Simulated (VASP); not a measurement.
# Ge4H in VASP: phonons with LDA

Aim: the phonons of Ge4H with LDA.

Everything below comes from runs of VASP 6.6.1. Logs are shortened: lines on timing, memory, paths and dates and some standing lists are left out, and cuts for length are marked.

**1. The structure**

The cell holds a slab with vacuum, 10 atoms: a = 4.001 Å, b = 4.001 Å, c = 25.737 Å, α = 90.00°, β = 90.00°, γ = 120.00°.

The cell was built by a generator and needn't be a form met in nature.

**2. Phonons, LDA**

The input, POSCAR:

```
Ge4H
1.0
    4.0008101700      0.0000000000      0.0000000000
   -2.0004050800      3.4648032400      0.0000000000
    0.0000000000      0.0000000000     25.7366054200
  Ge              H
     8     2
Direct
     0.0000000000000000    0.0000000000000000    0.2977072992649292
     0.6666666699999979    0.3333333300000021    0.3273762170588612
     0.6666666699999979    0.3333333300000021    0.4216782701250675
     0.3333333300000021    0.6666666699999979    0.4527069079618350
     0.3333333300000021    0.6666666699999979    0.5472930920381651
     0.0000000000000000    0.0000000000000000    0.5783217298749326
     0.0000000000000000    0.0000000000000000    0.6726237829411390
     0.6666666699999979    0.3333333300000021    0.7022927007350707
     0.6666666699999979    0.3333333300000021    0.7625445400865319
     0.0000000000000000    0.0000000000000000    0.2374554599134682
```

The input, INCAR.step1:

```
SYSTEM = Ge4H
ALGO = Normal ; EDIFF = 1E-8
EDIFFG = -0.002 ; ENCUT = 600
IBRION = 2 ; ISIF = 2
ISMEAR = -1 ; KPAR = 4
LASPH = .TRUE. ; LCHARG = .FALSE.
LREAL = .FALSE. ; LWAVE = .FALSE.
NELM = 60 ; NSW = 40
PREC = Accurate ; SIGMA = 0.05
```

The input, INCAR.step2:

```
SYSTEM = Ge4H
ALGO = Normal ; EDIFF = 1E-8
ENCUT = 600 ; IBRION = 8
ISIF = 2 ; ISMEAR = -1
KPAR = 4 ; LASPH = .TRUE.
LCHARG = .FALSE. ; LREAL = .FALSE.
LWAVE = .FALSE. ; NELM = 60
NSW = 1 ; PREC = Accurate
SIGMA = 0.05
```

The input, KPOINTS:

```
k-points
0
G
  6 6 1
  0 0 0
```

Potentials or basis: VASP PAW LDA potentials, release 64 (Ge_d, H).

Launch:

```bash
cat potpaw_LDA.64/Ge_d/POTCAR potpaw_LDA.64/H/POTCAR > POTCAR
cp INCAR.step1 INCAR
mpirun -np 4 vasp_std > vasp.out
cp CONTCAR POSCAR
cp INCAR.step2 INCAR
mpirun -np 4 vasp_std > vasp.out
```

OUTCAR:

```text
SYSTEM = Ge4H
   EDIFF = 1E-8
   ENCUT = 600
   IBRION = 8
   ISIF = 2
   ISMEAR = -1
   LASPH = .TRUE.
   LREAL = .FALSE.
   NELM = 60
   NSW = 1
   PREC = Accurate

 ion  position               nearest neighbor table
   1  0.000  0.000  0.298-  10 1.55   2 2.43   2 2.43   2 2.43
   2  0.667  0.333  0.327-   3 2.43   1 2.43   1 2.43   1 2.43
   3  0.667  0.333  0.422-   2 2.43   4 2.44   4 2.44   4 2.44
   4  0.333  0.667  0.453-   5 2.43   3 2.44   3 2.44   3 2.44
   5  0.333  0.667  0.547-   4 2.43   6 2.44   6 2.44   6 2.44
   6  0.000  0.000  0.578-   7 2.43   5 2.44   5 2.44   5 2.44
   7  0.000  0.000  0.673-   6 2.43   8 2.43   8 2.43   8 2.43
   8  0.667  0.333  0.702-   9 1.55   7 2.43   7 2.43   7 2.43
[... 792 lines left out ...]
  6X    -0.045702   -0.000000    0.000000   -0.002200   -0.000000   -0.000000   -0.212371   -0.000000    0.000000   -0.012384   -0.000000    0.000000   10.446093    0.000000    0.000000  -11.015839   -0.000000    0.000000    0.710710    0.000000    0.000000   -0.132958   -0.000000   -0.000000    0.294819    0.000000    0.000000   -0.030167   -0.000000   -0.000000
  6Y    -0.000000   -0.045702    0.000000   -0.000000   -0.002200    0.000000   -0.000000   -0.212371    0.000000   -0.000000   -0.012384   -0.000000    0.000000   10.446093    0.000000   -0.000000  -11.015839    0.000000    0.000000    0.710710    0.000000   -0.000000   -0.132958    0.000000    0.000000    0.294819    0.000000   -0.000000   -0.030167    0.000000
  6Z    -0.000000   -0.000000    0.036501    0.000000    0.000000   -0.040073    0.000000    0.000000    0.254340    0.000000   -0.000000    0.491465    0.000000   -0.000000    5.224296    0.000000    0.000000  -13.271941    0.000000    0.000000    6.756556    0.000000    0.000000    0.608888   -0.000000    0.000000   -0.074810    0.000000   -0.000000    0.014777
  7X    -0.001469   -0.000000    0.000000    0.025275    0.000000   -0.000000    0.004658    0.000000   -0.000000    0.176094    0.000000   -0.000000   -0.059216   -0.000000    0.000000    0.712305    0.000000   -0.000000  -11.844028   -0.000000    0.000000   11.136457    0.000000    0.000000   -0.163371   -0.000000    0.000000    0.013296    0.000000    0.000000
  7Y    -0.000000   -0.001469    0.000000    0.000000    0.025275    0.000000    0.000000    0.004658    0.000000    0.000000    0.176094   -0.000000   -0.000000   -0.059216    0.000000    0.000000    0.712305    0.000000   -0.000000  -11.844028    0.000000    0.000000   11.136457    0.000000   -0.000000   -0.163371    0.000000    0.000000    0.013296    0.000000
  7Z     0.000000    0.000000   -0.048734    0.000000    0.000000    0.017533    0.000000    0.000000   -0.049589   -0.000000    0.000000    0.019480   -0.000000    0.000000    0.543563    0.000000    0.000000    6.751537    0.000000    0.000000  -13.259727    0.000000    0.000000    5.464778    0.000000    0.000000    0.581988    0.000000    0.000000   -0.020830
  8X     0.001103    0.000000    0.000000    0.022973    0.000000    0.000000   -0.017830   -0.000000   -0.000000    0.011979    0.000000    0.000000   -0.120383   -0.000000    0.000000   -0.103906   -0.000000    0.000000   11.159687    0.000000   -0.000000  -11.873503   -0.000000   -0.000000    0.910912    0.000000    0.000000    0.008967    0.000000    0.000000
  8Y     0.000000    0.001103    0.000000    0.000000    0.022973    0.000000   -0.000000   -0.017830    0.000000    0.000000    0.011979   -0.000000   -0.000000   -0.120383    0.000000   -0.000000   -0.103906   -0.000000    0.000000   11.159687    0.000000   -0.000000  -11.873503    0.000000    0.000000    0.910912    0.000000    0.000000    0.008967    0.000000
  8Z     0.000000    0.000000    0.074516    0.000000    0.000000   -0.017821   -0.000000    0.000000    0.046190    0.000000   -0.000000   -0.030762    0.000000    0.000000    0.236110   -0.000000    0.000000    0.619466    0.000000    0.000000    5.494926    0.000000    0.000000  -20.538722    0.000000    0.000000   14.108092    0.000000    0.000000    0.008004
  9X    -0.008568   -0.000000    0.000000    0.019369    0.000000    0.000000   -0.018391   -0.000000   -0.000000    0.064609    0.000000    0.000000   -0.063328   -0.000000    0.000000    0.305793    0.000000    0.000000   -0.156270   -0.000000   -0.000000    0.896179    0.000000   -0.000000   -1.048095   -0.000000   -0.000000    0.008701    0.000000    0.000000
  9Y    -0.000000   -0.008568   -0.000000    0.000000    0.019369    0.000000   -0.000000   -0.018391    0.000000    0.000000    0.064609    0.000000   -0.000000   -0.063328   -0.000000    0.000000    0.305793    0.000000   -0.000000   -0.156270    0.000000    0.000000    0.896179   -0.000000   -0.000000   -1.048095    0.000000    0.000000    0.008701    0.000000
  9Z     0.000000    0.000000   -0.008924   -0.000000    0.000000   -0.013420    0.000000    0.000000    0.007858    0.000000    0.000000   -0.025426    0.000000    0.000000   -0.027690    0.000000    0.000000   -0.081007    0.000000    0.000000    0.590076   -0.000000    0.000000   14.089989   -0.000000   -0.000000  -14.558092    0.000000   -0.000000    0.026636
 10X     0.896179    0.000000   -0.000000   -0.156270   -0.000000   -0.000000    0.305793    0.000000    0.000000   -0.063328   -0.000000    0.000000    0.064609    0.000000    0.000000   -0.018391   -0.000000   -0.000000    0.019369    0.000000    0.000000   -0.008568   -0.000000    0.000000    0.008701    0.000000    0.000000   -1.048095   -0.000000   -0.000000
 10Y     0.000000    0.896179   -0.000000   -0.000000   -0.156270    0.000000    0.000000    0.305793    0.000000   -0.000000   -0.063328   -0.000000    0.000000    0.064609    0.000000   -0.000000   -0.018391    0.000000    0.000000    0.019369    0.000000   -0.000000   -0.008568   -0.000000    0.000000    0.008701    0.000000   -0.000000   -1.048095    0.000000
 10Z    -0.000000    0.000000   14.089989    0.000000    0.000000    0.590076    0.000000    0.000000   -0.081007    0.000000    0.000000   -0.027690    0.000000    0.000000   -0.025426    0.000000    0.000000    0.007858   -0.000000    0.000000   -0.013420    0.000000    0.000000   -0.008924    0.000000   -0.000000    0.026636   -0.000000   -0.000000  -14.558092

 Eigenvectors and eigenvalues of the dynamical matrix
   1 f  =   60.089561 THz   377.553847 2PiTHz 2004.372006 cm-1   248.510344 meV
   2 f  =   59.982361 THz   376.880287 2PiTHz 2000.796188 cm-1   248.067000 meV
   3 f  =   16.193461 THz   101.746514 2PiTHz  540.155704 cm-1    66.970742 meV
   4 f  =   16.193461 THz   101.746514 2PiTHz  540.155703 cm-1    66.970742 meV
   5 f  =   16.055164 THz   100.877573 2PiTHz  535.542636 cm-1    66.398794 meV
   6 f  =   16.055164 THz   100.877572 2PiTHz  535.542635 cm-1    66.398794 meV
[... 19 lines left out ...]
  26 f  =    1.059981 THz     6.660058 2PiTHz   35.357166 cm-1     4.383728 meV
  27 f  =    1.059981 THz     6.660058 2PiTHz   35.357166 cm-1     4.383728 meV
  28 f/i=    0.020331 THz     0.127744 2PiTHz    0.678170 cm-1     0.084082 meV
  29 f/i=    0.097753 THz     0.614198 2PiTHz    3.260675 cm-1     0.404272 meV
  30 f/i=    0.097753 THz     0.614198 2PiTHz    3.260675 cm-1     0.404272 meV

 ELASTIC MODULI CONTR FROM IONIC RELAXATION (kBar)
 Direction    XX          YY          ZZ          XY          YZ          ZX
 --------------------------------------------------------------------------------
 XX        -144.2859     15.8715    -61.6408     -0.0000    -92.1043     -0.0000
 YY          15.8715   -144.2859    -61.6408     -0.0000     92.1043      0.0000
 ZZ         -61.6408    -61.6408  -1039.7187     -0.0000      0.0000      0.0000
 XY          -0.0000     -0.0000     -0.0000    -80.0787      0.0000   -100.3985
 YZ         -92.1043     92.1043      0.0000      0.0000   -228.6263     -0.0000
 ZX          -0.0000      0.0000      0.0000   -100.3985     -0.0000   -252.5334
 --------------------------------------------------------------------------------
```

OSZICAR.step1:

```text
N       E                     dE             d eps       ncg     rms          rms(c)
DAV:   1     0.147251670484E+04    0.14725E+04   -0.60441E+04  1164   0.382E+03
DAV:   2     0.243541749877E+03   -0.12290E+04   -0.11878E+04   976   0.106E+03
DAV:   3    -0.234496078203E+02   -0.26699E+03   -0.26000E+03  1184   0.262E+02
[... 136 lines left out ...]
       N       E                     dE             d eps       ncg     rms          rms(c)
DAV:   1    -0.477426654960E+02    0.11477E-06   -0.11091E-04  1072   0.517E-02    0.974E-04
DAV:   2    -0.477426656717E+02   -0.17564E-06   -0.18405E-06  1296   0.100E-02    0.550E-04
DAV:   3    -0.477426656794E+02   -0.76870E-08   -0.14651E-07  1104   0.639E-03    0.349E-04
DAV:   4    -0.477426656781E+02    0.12442E-08   -0.21152E-08   644   0.822E-03
  15 F= -.47742666E+02 E0= -.47741739E+02  d E =-.259483E-05
```

Run time: 38 min. Hardware: 4 MPI ranks of Intel Xeon 6975P-C (Granite Rapids), shared host; peak memory 1.3 GiB.

What came out:

```yaml
Highest_phonon_frequency_at_Γ_LO-TO_splitting_left_out: 2004 cm⁻¹
```

Phonon frequencies in cm⁻¹ (negative: imaginary):
```csv
q point,frequencies
"(0.000, 0.000, 0.000)",-3 -3 -1 35 35 51 51 54 54 71 135 189 219 264 282 282 284 284 285 289 289 289 289 297 536 536 540 540 2001 2004
```
